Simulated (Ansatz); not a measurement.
# BaO: vacancy hop by nudged elastic band (Ansatz)

input.yaml:

```yaml
crystal:
  lattice:
    - [0.0, 5.459222, 5.459222]
    - [5.459222, 0.0, 5.459222]
    - [5.459222, 5.459222, 0.0]
  atoms:
    - { symbol: Ba, position: [0.00329952, -0.00255861, -0.00119876] }
    - { symbol: O, position: [0.25105491, 0.25230929, 0.2507066] }
    - { symbol: Ba, position: [-0.01041935, -0.00155581, 0.50533419] }
    - { symbol: O, position: [0.24510687, 0.25329839, 0.74941648] }
    - { symbol: Ba, position: [-0.00586427, 0.50145524, -0.00091455] }
    - { symbol: O, position: [0.25173256, 0.74666148, 0.25343954] }
    - { symbol: Ba, position: [-0.00546757, 0.50075044, 0.50297853] }
    - { symbol: O, position: [0.24477516, 0.75183091, 0.75219734] }
    - { symbol: Ba, position: [0.49950702, -0.00149374, 0.0055592] }
    - { symbol: O, position: [0.75115184, 0.25163566, 0.24674504] }
    - { symbol: Ba, position: [0.49784563, -0.00159695, 0.50108321] }
    - { symbol: Ba, position: [0.49953278, 0.4980739, 0.00112177] }
    - { symbol: O, position: [0.74654815, 0.75078593, 0.25503965] }
    - { symbol: Ba, position: [0.5007003, 0.50034261, 0.49835878] }
    - { symbol: O, position: [0.75015589, 0.74977299, 0.74804691] }
kpoints:
  mp_grid: { grid: [2, 2, 2] }
magnetization:
  spin_polarized: false
scf:
  occupations: { method: cold, width: 0.15 }
hamiltonian:
  pseudopotentials: { kind: paw }
  xc: pbe
basis:
  ecutwfc: 420
neb:
  images: 3
  relax_end_points: true
  climbing: true
  f_tol: 0.1
  max_iterations: 40
  order_check: false
  final_atoms:
    - { symbol: Ba, position: [0.00329952, -0.00255861, -0.00119876] }
    - { symbol: O, position: [0.25105491, 0.25230929, 0.2507066] }
    - { symbol: Ba, position: [-0.01041935, -0.00155581, 0.50533419] }
    - { symbol: O, position: [0.24510687, 0.25329839, 0.74941648] }
    - { symbol: Ba, position: [-0.00586427, 0.50145524, -0.00091455] }
    - { symbol: O, position: [0.25173256, 0.74666148, 0.25343954] }
    - { symbol: Ba, position: [-0.00546757, 0.50075044, 0.50297853] }
    - { symbol: O, position: [0.24477516, 0.75183091, 0.75219734] }
    - { symbol: Ba, position: [0.49950702, -0.00149374, 0.0055592] }
    - { symbol: O, position: [0.75022237, 0.25576477, -0.25393306] }
    - { symbol: Ba, position: [0.49784563, -0.00159695, 0.50108321] }
    - { symbol: Ba, position: [0.49953278, 0.4980739, 0.00112177] }
    - { symbol: O, position: [0.74654815, 0.75078593, 0.25503965] }
    - { symbol: Ba, position: [0.5007003, 0.50034261, 0.49835878] }
    - { symbol: O, position: [0.75015589, 0.74977299, 0.74804691] }
```

Launch command:

```bash
ansatz run input.yaml --threads 4 --pin off --max-ram 8192MiB --backend cpu --events-out ev --progress --plain --runs-dir out
```

Origin of the cell: a database entry, scaled a little.

The cell is 2×2×2 cells of BaO with one O taken out; atom 10 (O) hops into the empty site, 3.85 Å away before the end points are relaxed. All atoms were shaken by about 0.02 Å first.

Output (shortened):

```
Warning: neb: disabling space-group detection — the band's intermediate images generally break the endpoint symmetry, so no spatial operation reduces the k-mesh or symmetrises the density, ex […]
Pseudopotentials: kind: paw
Pseudopotential: Ba, paw, valence charge 10, recommended cutoff 420 eV (normal), Ba.paw.azcp
Pseudopotential: O, paw, valence charge 6, recommended cutoff 420 eV (normal), O.paw.azcp
Functional definition: PBE
  exchange = pbe_x(kappa = kappa, mu = beta*pi^2/3)
  correlation = pbe_c(beta = beta)
parallel-image band execution: 2 concurrent image workers
NEB image 0
Crystal: 15 atoms, lattice volume = 325.404 Å³
Basis set: ecut = 420 eV, 6375 PW (Γ), exchange–correlation on 108×108×108 points (8 copies of the dense FFT grid, shifted against one another)
Bands: 76, of which v1, the nominal top of the filled ones, is band 61 counted from 1 (60 counted from 0)
[… 6 lines left out …]
Initial density: superposition of atomic densities (neutral atoms: chi_scale 0, normalization atom), corrected by the library's trained network
Functional: x = pbe(κ = 0.804, μ = 0.219515), c = pbe(β = 0.066725)
SCF iter   1: F=—  HF=-51585.295777 eV  Δρ=3.34e-3  dr2=1.90e-1  defer=1
SCF iter   2: F=—  HF=-51585.261232 eV  S|Δr|=    0.00e0  Δρ=1.64e-3  dr2=3.86e-2  defer=1
SCF iter   3: F=—  HF=-51585.254385 eV  S|Δr|=    0.00e0  Δρ=6.13e-4  dr2=2.61e-3  defer=1
[… 2 lines left out …]
SCF iter   6: F=—  HF=-51585.254142 eV  S|Δr|=    0.00e0  Δρ=1.64e-5  dr2=1.90e-6  defer=1
SCF iter   7: F=—  HF=-51585.254142 eV  S|Δr|=    0.00e0  Δρ=1.14e-5  dr2=3.55e-7  defer=1
SCF iter   8: F=-51585.254142 eV  HF=-51585.254142 eV  S|Δr|=    0.00e0  Δρ=1.76e-6  dr2=8.77e-9
NEB iter   1: max|band force component| = 4.578e0 eV/Å  barrier→ = 4.0953 eV  barrier← = 4.0953 eV  Δτ_max = 0.2000 Å  (46 SCF iters)
NEB iter   2: max|band force component| = 2.006e0 eV/Å  barrier→ = 3.0697 eV  barrier← = 3.0697 eV  Δτ_max = 0.1988 Å  (43 SCF iters)
NEB iter   3: max|band force component| = 4.620e-1 eV/Å  barrier→ = 2.0894 eV  barrier← = 2.0894 eV  CI = image 2  Δτ_max = 0.0641 Å  (29 SCF iters)
NEB iter   4: max|band force component| = 3.105e-1 eV/Å  barrier→ = 1.9682 eV  barrier← = 1.9682 eV  CI = image 2  Δτ_max = 0.0638 Å  (25 SCF iters)
NEB iter   5: max|band force component| = 1.651e-1 eV/Å  barrier→ = 1.8739 eV  barrier← = 1.8739 eV  CI = image 2  Δτ_max = 0.0581 Å  (26 SCF iters)
NEB iter   6: max|band force component| = 8.151e-2 eV/Å  barrier→ = 1.8334 eV  barrier← = 1.8334 eV  CI = image 2  Δτ_max = 0.0776 Å  (27 SCF iters)
NEB iter   7: max|band force component| = 1.385e-1 eV/Å  barrier→ = 1.8138 eV  barrier← = 1.8138 eV  CI = image 2  Δτ_max = 0.0337 Å  (9 SCF iters)
NEB iter   8: max|band force component| = 5.995e-2 eV/Å  barrier→ = 1.8057 eV  barrier← = 1.8057 eV  CI = image 2  Δτ_max = 0.0000 Å  (23 SCF iters)
--- NEB band (5 images, 8 band iterations, 228 SCF iterations, 50 more in tests of the images' electronic states and relaxations of end points) ---
  forward barrier  = 1.805723 eV
  backward barrier = 1.805710 eV
  lagrangian_above_aufbau_ev (what the smearing adds, to first order; not taken off the barriers): saddle image +0.000299 eV, end points -0.023255 and -0.023243 eV
  climbing image's point = of an order that was not read
  energies are F+E_penalty+E_count in eV, relative to image 0
  image     s (Å)  Δ vs image 0  max|band force component| (eV/Å)
      0    0.0000      0.000000                                 —
      1    1.0432      0.785356                          5.995e-2
  *   2    2.0868      1.805723                          4.446e-2
      3    3.1307      0.784469                          5.972e-2
      4    4.1743      0.000014                                 —
```

The converged band:

```csv
image,path over all atoms (Å),ΔF (eV),O x,y,z (Å)
0,0.00,0.000,2.74,5.45,5.45
1,1.04,0.785,2.09,4.81,5.45
2,2.09,1.806,1.37,4.09,5.45
3,3.13,0.784,0.65,3.37,5.45
4,4.17,0.000,0.01,2.73,5.45
```

Relaxed start, forces in eV/Å:

```xyz
15
Lattice="0.000 5.459 5.459 5.459 0.000 5.459 5.459 5.459 0.000" Properties=species:S:1:pos:R:3:forces:R:3 pbc="T T T" image=0
Ba    0.005    0.042   -0.010    0.007   -0.013   -0.005
O     2.736    2.724    2.720    0.002    0.002   -0.005
Ba    2.691    2.725   -0.012    0.007    0.001    0.004
O     5.467    5.455    2.719   -0.002   -0.001   -0.001
Ba    2.737   -0.005    2.718   -0.004    0.001    0.003
O     5.464    2.726    5.447    0.002    0.001    0.003
Ba    5.467    2.725    2.762   -0.003    0.000   -0.005
O     8.195    5.455    5.448    0.000   -0.002    0.000
Ba    0.007    2.725    2.673   -0.001    0.000    0.010
O     2.736    5.454    5.447   -0.001    0.002    0.002
Ba    2.737    5.454    2.718   -0.003    0.000    0.002
Ba    2.780    2.725    5.447   -0.010    0.001    0.002
O     5.466    5.455    8.178    0.000    0.000   -0.001
Ba    5.465    5.410    5.449    0.005    0.007   -0.005
O     8.196    8.183    8.180   -0.001    0.002   -0.005
```

Highest image (2), forces in eV/Å:

```xyz
15
Lattice="0.000 5.459 5.459 5.459 0.000 5.459 5.459 5.459 0.000" Properties=species:S:1:pos:R:3:forces:R:3 pbc="T T T" image=2
Ba   -0.239    0.241   -0.011   -0.030    0.031   -0.002
O     2.795    2.666    2.666   -0.019    0.019   -0.003
Ba    2.579    2.882   -0.010   -0.005    0.005   -0.010
O     5.407    5.513    2.773    0.020   -0.020    0.003
Ba    2.674   -0.066    2.460    0.018    0.005    0.007
O     5.529    2.787    5.449   -0.044   -0.043    0.001
Ba    5.527    2.787    2.460   -0.005   -0.018    0.007
O     8.134    5.393    5.449    0.042    0.043    0.001
Ba    0.070    2.786    2.977   -0.026   -0.013   -0.007
O     1.372    4.089    5.450    0.000    0.000    0.001
Ba    2.675    5.391    2.978    0.013    0.026   -0.007
Ba    2.983    2.479    5.448    0.031   -0.029    0.006
O     5.408    5.513    8.125    0.019   -0.019   -0.004
Ba    5.624    5.297    5.449    0.005   -0.006    0.001
O     8.255    8.125    8.232   -0.020    0.020    0.005
```

Relaxed end, forces in eV/Å:

```xyz
15
Lattice="0.000 5.459 5.459 5.459 0.000 5.459 5.459 5.459 0.000" Properties=species:S:1:pos:R:3:forces:R:3 pbc="T T T" image=4
Ba   -0.036   -0.004   -0.010   -0.008   -0.003   -0.003
O     2.737    2.724    2.723   -0.001    0.000   -0.006
Ba    2.737    2.767   -0.012    0.002    0.011    0.006
O     5.468    5.453    2.718   -0.001    0.004    0.002
Ba    2.737   -0.005    2.762    0.003   -0.001    0.012
O     5.466    2.727    5.450    0.000   -0.004    0.000
Ba    5.467    2.724    2.719   -0.003    0.005    0.003
O     8.197    5.454    5.450   -0.001    0.001   -0.002
Ba    0.008    2.724    2.719   -0.003    0.002    0.002
O     0.006    2.726    5.450    0.003   -0.003   -0.003
Ba    2.737    5.454    2.675    0.004   -0.002   -0.002
Ba    2.736    2.681    5.449    0.004   -0.005    0.001
O     5.469    5.454    8.179   -0.004   -0.001   -0.001
Ba    5.510    5.454    5.448    0.007   -0.003   -0.002
O     8.197    8.183    8.182   -0.001   -0.001   -0.007
```

Barrier of this path: 1.81 eV forwards, 1.81 eV backwards, after 8 band iterations.

Caveats: no spin, though holes on the anions or broken bonds may carry moments; the k mesh is coarse if the cell is a metal; a small cell with a neutral vacancy and no spin, whose shape can make like sites unlike; the cell is held at a rescaled volume, and strain moves barriers; the hop was drawn among near neighbours and need not be the easiest path; few images and a loose tolerance, and neither the top nor the ends were tested for their order.

The run took 2.1 min on 4 threads of Arm Neoverse V2 (shared host), peak memory 1.3 GiB, from the program's own first density.
